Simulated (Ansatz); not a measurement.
A relaxation computed with Ansatz, from input to last step.

```yaml
crystal:
  lattice:
    - [3.839196, 0.0, 0.0]
    - [0.0, 3.839196, 0.0]
    - [0.0, 0.0, 3.839196]
  atoms:
    - { symbol: K, position: [0.010510013, -0.0003151702, 0.0051781675] }
    - { symbol: Cl, position: [0.5, 0.5, 0.5] }
basis:
  ecutwfc: 420
kpoints:
  mp_grid: { grid: [6, 6, 6] }
hamiltonian:
  xc: pbesol
scf:
  occupations: { method: gaussian, width: 0.02 }
output:
  forces: true
  stress: true
  eigenvalues: true
relax:
  adjacent_minimum: "off"
  f_tol: 0.02
  max_steps: 40
  cell: { stress_tol: 0.1 }
```

```bash
ansatz run input.yaml --threads 1 --pin off --max-ram 1331MiB --backend cpu --events-out ev --progress --plain --runs-dir out
```

Theory: Ansatz, DFT PBEsol, scalar-relativistic, plane waves, PAW.

Of 5 frames 5 are shown, positions in Å and forces in eV/Å; the SCF threshold varies from step to step. Steps run on the plane waves of an earlier cell, with a Pulay correction in the pressure. The basis is chosen afresh for the last frame, the zero of the energies, and can be on the way; energy and pressure step there, also at an unchanged geometry.

```xyz
2
Lattice="3.8392 0.0000 0.0000 0.0000 3.8392 0.0000 0.0000 0.0000 3.8392" Properties=species:S:1:pos:R:3:forces:R:3 pbc="T T T" step=1 free_energy_over_end_meV_per_atom=10.86 pressure_GPa=-1.43
K     0.0403   -0.0012    0.0199   -0.0190    0.0010   -0.0100
Cl    1.9196    1.9196    1.9196    0.0190   -0.0010    0.0100
2
Lattice="3.7956 0.0000 0.0003 0.0000 3.7955 0.0000 0.0003 0.0000 3.7955" Properties=species:S:1:pos:R:3:forces:R:3 pbc="T T T" step=2 free_energy_over_end_meV_per_atom=3.77 pressure_GPa=-0.89
K     0.0353   -0.0011    0.0174   -0.0200    0.0010   -0.0100
Cl    1.9025    1.8976    1.9001    0.0200   -0.0010    0.0100
2
Lattice="3.7263 0.0000 0.0007 0.0000 3.7264 0.0000 0.0007 0.0000 3.7264" Properties=species:S:1:pos:R:3:forces:R:3 pbc="T T T" step=3 free_energy_over_end_meV_per_atom=0.22 pressure_GPa=0.21
K     0.0115   -0.0003    0.0057    0.0150    0.0000    0.0070
Cl    1.8912    1.8623    1.8771   -0.0150    0.0000   -0.0070
2
Lattice="3.7373 0.0000 0.0004 0.0000 3.7373 0.0000 0.0004 0.0000 3.7373" Properties=species:S:1:pos:R:3:forces:R:3 pbc="T T T" step=4 free_energy_over_end_meV_per_atom=-0.01 pressure_GPa=0.01
K     0.0192   -0.0006    0.0095    0.0010    0.0000    0.0000
Cl    1.8889    1.8680    1.8787   -0.0010    0.0000    0.0000
2
Lattice="3.7373 0.0000 0.0004 0.0000 3.7373 0.0000 0.0004 0.0000 3.7373" Properties=species:S:1:pos:R:3:forces:R:3 pbc="T T T" step=5 free_energy_over_end_meV_per_atom=0.00 pressure_GPa=0.01
K     0.0192   -0.0006    0.0095    0.0010    0.0000    0.0000
Cl    1.8889    1.8680    1.8787   -0.0010    0.0000    0.0000
```

Time: 72 s on 1 thread of Arm Neoverse N1, with other jobs on the host, peak memory 0.4 GiB.